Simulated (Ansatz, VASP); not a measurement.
## Rh in VASP and in Ansatz

```
CELL_PARAMETERS angstrom
2.68240 0.00000 0.00000
-1.34120 2.32303 0.00000
0.00000 0.00000 4.33807
ATOMIC_POSITIONS crystal
Rh 0.66667 0.33333 0.75000
Rh 0.33333 0.66667 0.25000
```

Alike in both runs: functional PBEsol; k mesh 12 × 12 × 4; occupations gaussian, width 0.1 eV; no spin polarisation.

Ansatz relaxed the structure, and its values are those at the end. VASP's run is a single point on that final structure, the one shown.

|  | VASP | Ansatz |
| --- | --- | --- |
| version | VASP 6.6.1 | Ansatz 0.2.0 |
| potentials or method | VASP PAW PBE potentials, release 64 (Rh_pv) | scalar-relativistic, plane waves, PAW |
| plane-wave cutoff (eV) | 520 | 420 |
| valence electrons in the cell | 30 | 34 |

```csv
,VASP,Ansatz,Ansatz less VASP
gap on the k mesh at the Fermi level (eV),none,none,-
pressure (GPa),0.2,0.3,+0.06
```

A gap of «none» marks a metal or a gap that the smearing closes. With one functional, cell and mesh, what is left measures potentials, basis and numerics. The two sets of potentials don't hold the same shells in valence.

Caveats: the k mesh is coarse (spacing up to 0.36 Å⁻¹), so the values aren't converged; the PAW data sets were made with another functional, which shifts forces and pressure a little (VASP).
